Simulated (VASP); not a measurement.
Wanted: an ASE script for a VASP 6.6.1 run.

```yaml
Task: density of states
Functional: optB88-vdW
Potentials_or_basis: VASP PAW PBE potentials, release 64 (Ba_sv)
Cutoff: 520 eV
k_mesh: 5 × 5 × 5
Occupations: methfessel-paxton, width 0.1 eV
Spin: no spin polarisation
Further_INCAR_settings: ALGO = Fast; EDIFF = 1.00e-07; NBANDS = 28
```

The system is Ba.

```xyz
4
Lattice="-4.1312 4.1312 3.8368 4.1312 -4.1312 3.8368 4.1312 4.1312 -3.8368" Properties=species:S:1:pos:R:3 pbc="T T T"
Ba    1.5026    5.6338    0.0000
Ba    2.6286   -1.5026    3.8368
Ba    2.6286    1.5026    0.0000
Ba    1.5026    2.6286    3.8368
```

This isn't the form of Ba at room conditions, which is bcc.

One way to write it, as run:

run.py

```python
from ase import Atoms
from ase.calculators.vasp import Vasp
from ase.dft.dos import DOS

atoms = Atoms(
    ['Ba', 'Ba', 'Ba', 'Ba'],
    cell=[[-4.1311947479, 4.1311947479, 3.8367706453], [4.1311947479, -4.1311947479, 3.8367706453], [4.1311947479, 4.1311947479, -3.8367706453]],
    scaled_positions=[[0.68185789, 0.18185789, 0.86371578], [0.31814211, 0.81814211, 0.13628422], [0.18185789, 0.31814211, 0.5], [0.81814211, 0.68185789, 0.5]],
    pbc=True,
)
calc = Vasp(
    directory='calc',
    xc='optb88-vdw',
    pp='PBE',
    setups='recommended',
    prec='Accurate',
    encut=520,
    ediff=1e-07,
    ismear=1,
    sigma=0.1,
    lreal=False,
    lasph=True,
    nelm=100,
    algo='Fast',
    isif=2,
    lwave=False,
    lcharg=False,
    lorbit=11,
    kpts=[5, 5, 5],
    gamma=True,
    nbands=28,
)
atoms.calc = calc

print('energy (eV):', atoms.get_potential_energy())
print('free energy (eV):', atoms.get_potential_energy(force_consistent=True))
print('forces (eV/A):')
print(atoms.get_forces())
print('stress (eV/A^3, Voigt):', atoms.get_stress())
print('Fermi level (eV):', calc.get_fermi_level())
dos = DOS(calc, width=0.1, window=(-10, 10), npts=201)
print('E - E_F (eV), DOS (1/eV)')
for e, g in zip(dos.get_energies(), dos.get_dos()):
    print(f'{e:8.3f} {g:10.4f}')
```

Potentials or basis: VASP PAW PBE potentials, release 64 (Ba_sv).

The run is started by

```console
$ python run.py
```

It gave:

* Pressure: -0.7 GPa
* Largest force: 0.093 eV/Å
* Band gap on the k mesh: none (metal or under the smearing width)
* Valence electrons inside the program's atomic spheres: Ba 7.90

Caveat: the PAW data sets were made with another functional, which shifts forces and pressure a little.

Run time: 9.5 min on 1 thread of Intel(R) Xeon(R) Platinum 8488C (Sapphire Rapids), with other jobs on the host, peak memory 1.2 GiB.
